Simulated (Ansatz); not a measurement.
# La (diamond type): the cost of one run

Computed with Ansatz 0.2.0 (DFT PBE, with the methods named in each step, unless a step's input says otherwise).

## Step 1: The starting structure

Symmetry: Fd-3m, No. 227, cubic system. Conventional cell: a = 6.677 Å, b = 6.677 Å, c = 6.677 Å, α = 90.00°, β = 90.00°, γ = 90.00°. Around La (site symmetry -43m) lie 4 La at 2.89 Å.

Coordinates:

```
La
1.0
     0.00000    3.33853    3.33853
     3.33853    0.00000    3.33853
     3.33853    3.33853    0.00000
La
2
Cartesian
  -0.8346 -0.8346 -0.8346
  0.8346 0.8346 0.8346
```

Whether this phase is the stable one at these pressures isn't tested.

Atoms are numbered in the order of the input: La1, La2.

## Step 2: The reference volume, LAPW

input.yaml

```yaml
crystal:
  lattice:
    - [0.0, 3.3385290602, 3.3385290602]
    - [3.3385290602, 0.0, 3.3385290602]
    - [3.3385290602, 3.3385290602, 0.0]
  atoms:
    - { symbol: La, position: [-0.125, -0.125, -0.125] }
    - { symbol: La, position: [0.125, 0.125, 0.125] }
kpoints:
  mp_grid: { grid: [9, 9, 9] }
  band_path:
    path:
      - [0.0, 0.0, 0.0]
      - [0.5, 0.0, 0.5]
      - [0.625, 0.25, 0.625]
      - [0.375, 0.375, 0.75]
      - [0.0, 0.0, 0.0]
      - [0.5, 0.5, 0.5]
      - [0.5, 0.25, 0.75]
      - [0.5, 0.0, 0.5]
    npoints: 14
scf:
  occupations: { method: fermi_dirac, width: 0.05 }
hamiltonian:
  xc: pbe
  pseudopotentials: { kind: all_electron, lapw: { basis_error: 0.001 } }
output:
  forces: true
  stress: true
  eigenvalues: true
  populations: true
  dos: { projected: true, de: 0.2, e_range: [-14, 8] }
```

Started as:

```console
$ ansatz run input.yaml --threads 1 --pin off --max-ram 2048MiB --backend cpu --events-out ev --progress --plain --runs-dir out
```

**Question.** How long does this run take on 1 thread of Arm Neoverse V1, shared host, and how much memory does it need?

About 36 s, with a peak of 0.32 GiB.
